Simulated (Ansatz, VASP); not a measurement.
# Two plane-wave programs on W

```
W
1.0
    -1.46952    1.46952    1.53341
     1.46952   -1.46952    1.53341
     1.46952    1.46952   -1.53341
W
1
Direct
  0.00000 0.00000 0.00000
```

Change from the starting cell: strain -0.080 along x and y, -0.040 along z, atoms carried along.

Alike in both runs: task single point; functional r2SCAN; k mesh 14 × 14 × 14; occupations gaussian, width 0.15 eV; no spin polarisation.

|  | VASP | Ansatz |
| --- | --- | --- |
| version | VASP 6.6.1 | Ansatz 0.2.0 |
| potentials or method | VASP PAW PBE potentials, release 64 (W_sv) | scalar-relativistic, plane waves, PAW |
| plane-wave cutoff (eV) | 520 | 500 |
| valence electrons in the cell | 14 | 14 |

|  | VASP | Ansatz | Ansatz less VASP |
| --- | --- | --- | --- |
| gap on the k mesh at the Fermi level (eV) | none | none | - |
| pressure (GPa) | 88.1 | 85.2 | -2.92 |
| largest component of the traceless stress (GPa) | 13.08 | 13.10 | +0.026 |

A gap of «none» marks a metal or a gap that the smearing closes.

Caveats: the cell as given lies far from equilibrium; so large a pressure means that the cell lies far from this level's equilibrium, or that cutoff or potentials fall short (VASP); the potentials were made for another functional, which shifts forces and pressure (VASP). Spin-orbit coupling is left out, which matters for the levels of W.
